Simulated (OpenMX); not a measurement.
The system is TiO2.

```
CELL_PARAMETERS angstrom
-2.97316 3.28737 3.28740
2.97316 -3.28737 3.28740
2.97316 3.28737 -3.28740
ATOMIC_POSITIONS crystal
Ti 0.00000 0.50000 0.00000
Ti 0.00000 0.00000 0.50000
Ti 0.49524 0.24524 0.25000
Ti 0.50475 0.75475 0.75000
O 0.69508 0.69523 0.50015
O 0.69508 0.19493 0.99985
O 0.80452 0.74962 0.05490
O 0.19472 0.74962 0.44510
O 0.80528 0.25038 0.55490
O 0.30492 0.80507 0.00015
O 0.19548 0.25038 0.94510
O 0.30492 0.30477 0.49985
```

The cell is a database's computed one.

| Property | Result |
| --- | --- |
| Program | OpenMX 3.8.5 |
| Task | single point |
| Functional | PBE |
| Potentials or basis | OpenMX 2013 PBE set, Ti7.0-s3p2d2, O6.0-s2p2d1, grid cutoff 400 Ry |
| k mesh | 7 × 7 × 7 |
| Occupations | fermi-dirac, width 0.05 eV |
| Spin | no spin polarisation |

On this cell: pressure -1.6 GPa; largest force 0.066 eV/Å; band gap on the k mesh 1.64 eV.

The same run follows on a disturbed copy (atoms moved at random, drawn with an rms of 0.05 Å):

```
Ti O
1.0
    -2.97316    3.28737    3.28740
     2.97316   -3.28737    3.28740
     2.97316    3.28737   -3.28740
Ti O
4 8
Direct
  0.99375 0.50090 0.99997
  0.99960 0.99164 0.49216
  0.49433 0.24736 0.25178
  0.50613 0.76194 0.74935
  0.70072 0.69793 0.50348
  0.70250 0.19214 0.01440
  0.80120 0.74894 0.04979
  0.19081 0.74921 0.44168
  0.80096 0.24169 0.55272
  0.30019 0.80549 0.01493
  0.19662 0.25499 0.95379
  0.30396 0.30962 0.50009
```

What changes?

The energy moves by +11.4 meV/atom; pressure -1.4 GPa; largest force 1.396 eV/Å; band gap on the k mesh 1.56 eV.

Forces on the atoms (eV/Å):
```
Ti  -1.290 -0.047  0.531
Ti   1.166 -0.173  0.261
Ti   0.022 -0.175 -0.511
Ti  -0.256  0.083 -0.252
O    0.345 -0.016 -0.342
O   -0.138 -0.436 -0.014
O    0.206  0.303 -0.251
O    0.287  0.504 -0.010
O    0.386  0.235 -0.014
O   -0.437 -0.307  0.711
O   -0.397 -0.131  0.088
O    0.105  0.152 -0.166
```

Caveats: an odd mesh through Γ misses points on the zone boundary, where band edges often lie; the basis of atomic orbitals isn't converged, which shifts pressures, moduli and gaps.
